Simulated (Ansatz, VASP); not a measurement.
## Au: VASP beside Ansatz

INCAR

```
SYSTEM = Au
ALGO = Normal
EDIFF = 1E-6
ENCUT = 520
ISIF = 2
ISMEAR = -1
LASPH = .True.
LCHARG = .False.
LREAL = .False.
LWAVE = .False.
NBANDS = 12
NELM = 60
PREC = Accurate
SIGMA = 0.1
```

KPOINTS

```
k-points
0
Gamma
  15 15 15
  0 0 0
```

Contents of POSCAR:

```
Au
1.0
   -1.6684772084      1.6684772084      1.6684772084
    1.6684772084     -1.6684772084      1.6684772084
    1.6684772084      1.6684772084     -1.6684772084
Au
1
Direct
    0.0000000000      0.0000000000      0.0000000000
```

Input for Ansatz:

```yaml
crystal:
  lattice:
    - [-1.6684772084, 1.6684772084, 1.6684772084]
    - [1.6684772084, -1.6684772084, 1.6684772084]
    - [1.6684772084, 1.6684772084, -1.6684772084]
  atoms:
    - { symbol: Au, position: [0.0, 0.0, 0.0] }
hamiltonian:
  xc: lda
  pseudopotentials:
    kind: paw
    azcp:
      Au: "pseudopotentials/Au.paw.azcp"
basis:
  ecutwfc: 420
  fft_grid_basis: typed
kpoints:
  mp_grid: { grid: [15, 15, 15], shift: [0, 0, 0] }
magnetization:
  spin_polarized: false
scf:
  occupations: { method: fermi_dirac, width: 0.1 }
  lower_state_search: "off"
output:
  stress: true
```

Alike in both runs: task single point; functional LDA; k mesh 15 × 15 × 15; occupations fermi-dirac, width 0.1 eV; no spin polarisation.

```csv
,VASP,Ansatz
version,VASP 6.6.1,Ansatz 0.2.0
potentials or method,"VASP PAW LDA potentials, release 64 (Au)","plane waves (420 eV) with PAW, scalar-relativistic"
plane-wave cutoff (eV),520,420
valence electrons in the cell,11,19
```

```csv
,VASP,Ansatz,Ansatz less VASP
pressure (GPa),-14.9,-15.3,-0.37
```

The two sets of potentials don't hold the same shells in valence. Ansatz warned: «pseudo_functional_mismatch».

The runs have no spin-orbit coupling, so splittings on Au are missing.
